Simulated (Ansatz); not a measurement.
# TaN: two-dimensional strain map

Level of theory: DFT r2SCAN, scalar-relativistic, plane waves, PAW in Ansatz. Cutoff 500 eV, Γ-centred 12×12×16 k-points, Gaussian smearing of 0.15 eV. Spin–orbit coupling is left out, which can shift energies with elements as heavy as these. No spin polarisation. Energies are free energies at this smearing, counted from the undisturbed cell; pressure is positive in compression.

The starting cell (relaxed at this level):

```
Ta N
1.0
     5.19963    0.00000    0.00000
    -2.59981    4.50301    0.00000
     0.00000    0.00000    2.91036
Ta N
3 3
Direct
  0.33333 0.66667 0.50000
  0.66667 0.33333 0.50000
  0.00000 0.00000 0.00000
  0.39241 0.00000 0.00000
  0.60759 0.60759 0.00000
  0.00000 0.39241 0.00000
```

The cell is strained by p along both x and y and by q along z, fractional coordinates fixed. Points are written (p, q).

Energy above the undisturbed cell in meV/atom (a dash: not computed):

```
 p \ q  -0.050  -0.025  0.000  0.050
-0.050   313.0   219.1  165.7  154.4
 0.000    69.7       –    0.0   55.9
 0.050   141.7       –  126.6  226.8
```

Pressure in GPa:

```
 p \ q  -0.050  -0.025  0.000  0.050
-0.050    70.7    55.4   42.3   21.2
 0.000    20.4       –    0.0  -14.6
 0.050   -10.6       –  -25.5  -35.7
```